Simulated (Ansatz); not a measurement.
**Polymorphs of SbS₃**

Computed with Ansatz, DFT PBE, scalar-relativistic, plane waves, PAW. All cells share a 420 eV cutoff and Γ-centred k meshes spaced at most 0.3 Å⁻¹ (0.19 for metals, 2π included).

Temperature and zero-point effects are left out. Larger cells and other orderings weren't all tried, so the list isn't exhaustive. The k mesh leaves about 4 meV/atom of noise in metals. Weakly bound directions are ill-defined at this level, which has no dispersion term (SbS3 I4/mmm). Spin–orbit coupling is left out. No run is spin-polarised.

| # | started from | space group | atoms | V (Å³/atom) | ΔE (meV/atom) | gap on mesh (eV) |
| --- | --- | --- | --- | --- | --- | --- |
| 1 | TiAl3 (D0_22) type | I4/mmm (No. 139) | 4 | 21.0 | 0 | 0.00 |
| 2 | Cu3Au (L1_2) type | Pm-3m (No. 221) | 4 | 18.9 | 323 | 0.00 |

The lowest structure: Space group I4/mmm (No. 139), tetragonal, a = 3.697 Å, c = 12.315 Å. Around Sb lie 4 S at 2.61 Å; S on Wyckoff site b (1 atom of the primitive cell) has 4 Sb at 2.61 Å; around S on Wyckoff site d (2 atoms of the primitive cell) lie 4 S at 2.61 Å. Its energy against the elements is 0.43 eV/atom, so it is unstable even against them. The zero of energy is the lowest elemental structures computed at the same level; no fitted shifts are applied.

```cif
data_structure
_symmetry_space_group_name_H-M 'I4/mmm'
_symmetry_Int_Tables_number 139
_cell_length_a 3.6970
_cell_length_b 3.6970
_cell_length_c 12.3152
_cell_angle_alpha 90.000
_cell_angle_beta 90.000
_cell_angle_gamma 90.000
_cell_volume 168.32
loop_
_atom_site_label
_atom_site_type_symbol
_atom_site_symmetry_multiplicity
_atom_site_Wyckoff_symbol
_atom_site_fract_x
_atom_site_fract_y
_atom_site_fract_z
_atom_site_occupancy
Sb1 Sb 2 a 0.00000 0.00000 0.00000 1
S1 S 2 b 0.50000 0.50000 0.00000 1
S2 S 4 d 0.50000 0.00000 0.25000 1
```

The second: Space group Pm-3m (No. 221), cubic, a = 4.232 Å. Around Sb lie 12 S at 2.99 Å; around S lie 4 Sb at 2.99 Å and 8 S at 2.99 Å.